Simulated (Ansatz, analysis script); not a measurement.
# Energy of a turned moment in MnO2, part 2 of 2

How well does a Heisenberg term describe MnO2? One moment is turned under a constraint.

Ansatz 0.2.0; PBE with U = 5.2 eV on Mn d (ortho-atomic projectors), PAW set soft_1.

So far. Step 2 (Starting state): The run ends antiferromagnetic, with a net moment of 0 μB a cell. Only this order was typed.

### 3. The batch

Level of this step: Ansatz DFT on spinors, a batch of states with constrained moment directions; PBE+U, PAW set soft_1; PAW set soft_1 (Ansatz).

A canted state is in general not stationary, so a lock holds the direction of each moment by a field that the run finds for itself, with a floor under its size so that it cannot collapse. One batch solves all states on one mesh, so that their energies can be subtracted.

The input counts atoms from 0. Atom 1 (Mn) is the turned one, and with it all its lattice images, and atoms 0 and 1 are the pair of the four-state map.

File input.yaml:

```yaml
crystal:
  lattice:
    - [2.8565781804, 0.0, 0.0]
    - [-1.4282890902, 2.4738692722, 0.0]
    - [0.0, 0.0, 9.2027481178]
  atoms:
    - { symbol: Mn, position: [0.0, 0.0, 0.25], spin: 2.86, spin_axis: [0.0, 0.0, 1.0] }
    - { symbol: Mn, position: [0.0, 0.0, 0.75], spin: 2.86, spin_axis: [0.0, 0.0, -1.0] }
    - { symbol: O, position: [0.66666667, 0.33333333, 0.146853715] }
    - { symbol: O, position: [0.66666667, 0.33333333, 0.646853715] }
    - { symbol: O, position: [0.33333333, 0.66666667, 0.353146285] }
    - { symbol: O, position: [0.33333333, 0.66666667, 0.853146285] }
kpoints:
  mp_grid: { grid: [8, 8, 2] }
hamiltonian:
  xc: pbe
  hubbard:
    projectors: ortho-atomic
    sites: [{ species: Mn, l: d, u_eff: 5.2 }]
  pseudopotentials: { kind: paw, azcp: { folder: soft_1 } }
scf:
  occupations: { method: fermi_dirac, width: 0.02 }
  max_iter: 120
  convergence: { dr2_threshold: 1.0e-08 }
basis:
  ecutwfc: 420.0
magnetization:
  noncollinear: true
magnetic_configurations:
  lock: { kind: ray, floor_fraction: 0.25 }
  seed: cold
  angular_fan:
    site: 1
    rotation_axis: [0, 1, 0]
    angles_deg: [0, 10, 20, 45, 90, 180]
  four_state: { pairs: [[0, 1]], components: [xx], spectator_axis: [0, 0, 1] }
checkpoint:
  read: start
```

Command:

```
ansatz run input.yaml --threads 4 --pin off --max-ram 8192MiB --backend cpu --events-out ev --progress --plain --runs-dir out
```

Numbers of over 12 decimals in the logs are rounded to 6 here.

Log:

```text
Warning: checkpoint.read: spin treatment differs: saved collinear, current noncollinear; the saved charge density seeds this run and the saved magnetisation is carried along the axis that this deck's starting moments share; the saved density holds an absolute magnetisation of 7.3e0 μB; saved orbitals are not carried; the saved PAW projector densities are carried along that axis; the saved DFT+U occupations are carried along that axis
[...]
davidson cushion auto → off  (block headroom 12 ≥ Hubbard manifold empty extent 10; pin scf.eigensolver.cushion to override)
Crystal: 6 atoms, lattice volume = 65.034 Å³
Basis set: ecut = 420 eV, 1255 PW (Γ)
Bands: 66, of which v1, the nominal top of the filled ones, is band 54 counted from 1 (53 counted from 0)
Symmetry: 12 space group operations
k-points: 68 of 128 (irreducible under 2 space group operations)
[...]
Starting moments: Σ|m| = 5.72 μB on 2 of 6 sites; this step starts from the density that it was given
[...]
iter 1 solved again at ethr=2.42e-6 eV; its pass at ethr=1.00e-1 eV (dr2=1.31e-3 eV) is discarded
SCF iter   1: F=-10060.679369 eV  HF=-10060.679369 eV  |F-HF|=6.34e-8  |Δ(HF+E_count)|=         —  Δρ=1.38e-5  dr2=8.91e-8  dr2_m=8.15e-9  ethr=2.42e-6  |M|=4.96e-17 ∫|m|=7.33e0 μB  |m|>n=0.0e0 m-floor=0.0e0 τ_xc=2.2e-12 mc-row=0.0e0  β_m=0.30  ⟨swp⟩=9.1  Hψ=35829  notcnv=0
eigensolver tolerance schedule: the retry pair's looser diagonalisation over-reported the residual by 14655.76 of it (diagonalisation noise at 0.55 of the residual, at the tolerance the schedule requests for it); recorded, not acted on — ethr = c·dr2/N_el stays at c = 1.0e-1
[...]
spin=Noncollinear: Resta preconditioning applied to the charge; magnetization (m_x, m_y, m_z) channels mix plain (no charge-response kernel on spin).
SCF iter   2: F=-10060.679370 eV  HF=-10060.679370 eV  |F-HF|=6.92e-8  |Δ(HF+E_count)|=   1.56e-6  Δρ=1.11e-5  dr2=8.23e-8  dr2_m=5.89e-9  ethr=1.65e-10  |M|=3.16e-17 ∫|m|=7.33e0 μB  |m|>n=0.0e0 m-floor=0.0e0 τ_xc=4.3e-11 mc-row=0.0e0  β_m=0.25  ⟨swp⟩=5.6  Hψ=17973  notcnv=0
[...]
SCF iter   4: F=-10060.679370 eV  HF=-10060.679370 eV  |F-HF|=4.64e-10  |Δ(HF+E_count)|=  8.79e-10  Δρ=3.47e-6  dr2=1.73e-9  dr2_m=1.80e-9  ethr=3.02e-12  |M|=4.06e-17 ∫|m|=7.33e0 μB  |m|>n=0.0e0 m-floor=0.0e0 τ_xc=5.7e-11 mc-row=0.0e0  ⟨swp⟩=3.4  Hψ=18458  notcnv=0
SCF 1 converged in 4 iterations: F = -10060.679370 eV  dr2 = 1.73e-9
[...]
── magnetic configuration reference member: converged ──
── magnetic configuration member 1/10: J0-1.xx.pp ──
Symmetry: 8 space group operations
[...]
Starting moments: Σ|m| = 5.72318 μB on 2 of 6 sites
[...]
eigensolver tolerance schedule calibrated: the retry pair's looser diagonalisation under-reported the residual by θ = 0.14 (0.12/decade); ethr = c·dr2/N_el runs at the constant in force after the calibration composes with the one it found (an armed cap, an earlier calibration), c = 7.0e-2
[...]
SCF 1 converged in 13 iterations: F = -10060.681965 eV  dr2 = 5.98e-9
── member 1 J0-1.xx.pp: converged ──
── magnetic configuration member 2/10: J0-1.xx.pm ──
Symmetry: 4 space group operations
[...]
SCF 1 converged in 15 iterations: F = -10060.679370 eV  dr2 = 3.44e-9
── member 2 J0-1.xx.pm: converged ──
── magnetic configuration member 3/10: J0-1.xx.mp ──
[...]
SCF 1 converged in 15 iterations: F = -10060.679370 eV  dr2 = 3.44e-9
── member 3 J0-1.xx.mp: converged ──
── magnetic configuration member 4/10: J0-1.xx.mm ──
[...]
SCF 1 converged in 14 iterations: F = -10060.679750 eV  dr2 = 7.69e-9
── member 8 fan1.45: converged ──
── magnetic configuration member 9/10: fan1.90 ──
[...]
SCF 1 converged in 13 iterations: F = -10060.680668 eV  dr2 = 9.06e-9
── member 9 fan1.90: converged ──
── magnetic configuration member 10/10: fan1.180 ──
[...]
SCF 1 converged in 13 iterations: F = -10060.681965 eV  dr2 = 5.96e-9
── member 10 fan1.180: converged ──
SCF converged after 4 iterations
Stability not checked: this state was not tested for a lower state beside it, because a magnetisation constraint still acts at the end of the SCF (magnetization_constraint; see scf.lower_state_search)
Magnetization: |M| = 0.0000 μB,  M = (+0.0000, -0.0000, -0.0000) μB
Absolute magnetization: 7.3310 μB (∫|m|, with the PAW one-centre terms)
  site 0: m = (+0.0000, -0.0000, +2.8616) μB, |m| = 2.8616 μB  (R = 0.78 Å)
  site 1: m = (-0.0000, -0.0000, -2.8616) μB, |m| = 2.8616 μB  (R = 0.78 Å)
  site 2: m = (-0.0000, +0.0000, -0.1477) μB, |m| = 0.1477 μB  (R = 0.78 Å)
  site 3: m = (+0.0000, +0.0000, +0.1477) μB, |m| = 0.1477 μB  (R = 0.78 Å)
  site 4: m = (-0.0000, -0.0000, -0.1477) μB, |m| = 0.1477 μB  (R = 0.78 Å)
  site 5: m = (+0.0000, +0.0000, +0.1477) μB, |m| = 0.1477 μB  (R = 0.78 Å)
--- Magnetisation constraints (ε_frz = 1.0e-4 eV) ---
  site  kind           target                      achieved (μB)             |Δ|max (μB)  g (eV/μB)                     λ_eff  esc  ok   flags
  0     per_site_axis  ê (+0.000, +0.000, +1.000)  (+0.000, -0.000, +2.862)  2.47e-32     (+4.9e-32, -1.1e-32, +0.0e0)  1.000  0    yes
  1     per_site_axis  ê (+0.000, +0.000, -1.000)  (-0.000, -0.000, -2.862)  2.41e-32     (-1.5e-32, -4.8e-32, +0.0e0)  1.000  0    yes
Free energy (F): -10060.679370 eV
[...]
Internal energy: -10060.679370 eV  (E = F + TS)
E sigma→0 (E₀):  -10060.679370 eV
Fermi energy:    8.237394 eV
[...]
--- Hubbard shell moments (per corrected site; Tr N, ν in electrons; μ in μ_B) ---
  shell 0: Tr N=5.0298  μ_S=(-0.0000, -0.0000, +3.2726)  μ_L=(+0.0000, -0.0000, -0.0000)  μ=(+0.0000, -0.0000, +3.2726)  ν=0.0000 along (-0.000, -0.000, +1.000)
  shell 1: Tr N=5.0298  μ_S=(-0.0000, +0.0000, -3.2726)  μ_L=(+0.0000, +0.0000, +0.0000)  μ=(+0.0000, +0.0000, -3.2726)  ν=0.0000 along (-0.000, -0.000, -1.000)
--- Band table (eV; the first three rows and the last of 68) ---
  k-point 0: bands = [... 50 lower, 6.7341, 6.7341, 6.9505, 6.9505, 10.5214, 10.5214, 10.5214, 10.5214, ... 8 higher]
  k-point 1: bands = [... 50 lower, 6.7320, 6.7320, 6.8440, 6.8440, 10.5218, 10.5218, 10.5218, 10.5218, ... 8 higher]
  k-point 2: bands = [... 50 lower, 6.9087, 6.9087, 7.1170, 7.1170, 10.0009, 10.0009, 10.4147, 10.4147, ... 8 higher]
  k-point 67: bands = [... 50 lower, 6.0002, 6.0002, 6.0929, 6.0929, 9.7079, 9.7079, 10.3452, 10.3452, ... 8 higher]
Occupation matrices written to <dir>
--- Magnetic configurations: 10 members + reference (common group order 2, 68 k-points under it; ray lock λ = 1 eV/μ_B², moment radius default, seed cold, symmetry detected) ---
  F: the free energy, without the constraint's penalty, at the texture the member reached; Δ(F+E_count)@target: (F + electron-count term + first-order target correction) against the reference's — the energy at the target texture, the difference a fit consumes
  member                      status             F (eV) Δ(F+E_count)@target (meV)  max|Δm| μB  max|g| eV/μB  outer  esc   |G|
  reference                converged     -10060.6793702                    +0.000    2.47e-32      4.93e-32      0    0    12
  J0-1.xx.pp               converged     -10060.6819654                    -2.595      0.00e0        0.00e0      0    0     8
  J0-1.xx.pm               converged     -10060.6793702                    -0.000      0.00e0        0.00e0      0    0     4
  J0-1.xx.mp               converged     -10060.6793702                    -0.000      0.00e0        0.00e0      0    0     4
  J0-1.xx.mm               converged     -10060.6819654                    -2.595      0.00e0        0.00e0      0    0     8
  fan1.0                   converged     -10060.6793702                    +0.000    2.47e-32      4.93e-32      0    0    12
  fan1.10                  converged     -10060.6793899                    -0.020     3.94e-5       7.88e-5      0    0     2
[...]
fan1.180                 converged     -10060.6819654                    -2.595    3.51e-16      7.01e-16      0    0    12
  no lower state was looked for behind 7 of the runs: none is made under a magnetisation constraint held to the close
```

Elapsed: 5.8 min, on 4 threads of Arm Neoverse V1, shared host; peak memory 0.85 GiB; 23 min of CPU time.

The batch gives an energy and a set of moments for each member that converges.

### 4. Analysis

All numbers here come from the batch. Energies are free energies plus the run's first-order correction to the targets, less the reference.

```csv
angle (°),energy (meV a cell),turned moment (μB)
0,0.00,2.862
10,-0.02,2.862
20,-0.08,2.862
45,-0.38,2.862
90,-1.30,2.862
180,-2.60,2.863
```

A fit E(θ) = A (1 − cos θ) + B sin²θ to the 5 turned states whose moment kept its size within 15 % gives A = -1.30 meV and B = 3.8e-4 meV, with an r.m.s. miss under 0.01 meV. A > 0 favours the reference's alignment.

Four states with the pair along the Cartesian axes ±a and ±b give J_ab = −(E₊₊ − E₊₋ − E₋₊ + E₋₋)/8 for unit vectors and ordered pairs, summed over the partner's lattice images.

E = -sum over ordered pairs e.J.e (each pair twice); positive J favours parallel moments. Four-state couplings:

```
component  J summed over the partner's images (meV)
       xx                                    0.6488
```

### 5. Summary of results

| Item | Value |
| --- | --- |
| energy at 180° | -2.60 meV a cell |
| turned moment | 2.86 μB at 0°, 2.86 μB at 180° |
| bilinear term A | -1.30 meV |
| biquadratic term B | 3.8e-4 meV |
| J_xx, summed over images | 0.649 meV |

**Reading.** Turning by 180° lowers the energy by 2.60 meV, so the antiferromagnetic reference is not the lowest state. The turned moment keeps its size within 0.049 %. The biquadratic term is 0.030 % of the bilinear one, so a Heisenberg term alone does well. With two magnetic atoms a cell and E = −Σ J e·e over ordered pairs, the couplings of one atom to all images of the other sum to 0.649 meV. The four collinear states favour parallel moments of the pair, with J_xx = 0.649 meV over all images. Spin–orbit coupling is switched off, and couplings of the turned atom to its own lattice images don't enter, since these turn with it.

[Logs and program files are shortened in this print: banners, set-up blocks, solver, clock and traceback lines can be left out without a mark of their own.]

[Logs are printed without paths, hosts, clocks, repeated set-up lines and the standing remarks that a program may print on its own settings, such as how far it seeks lower states.]

[Hosts, paths, dates, database ids (printed as entryN), source tags and the programs' standing remarks are cut or masked in the printed files.]
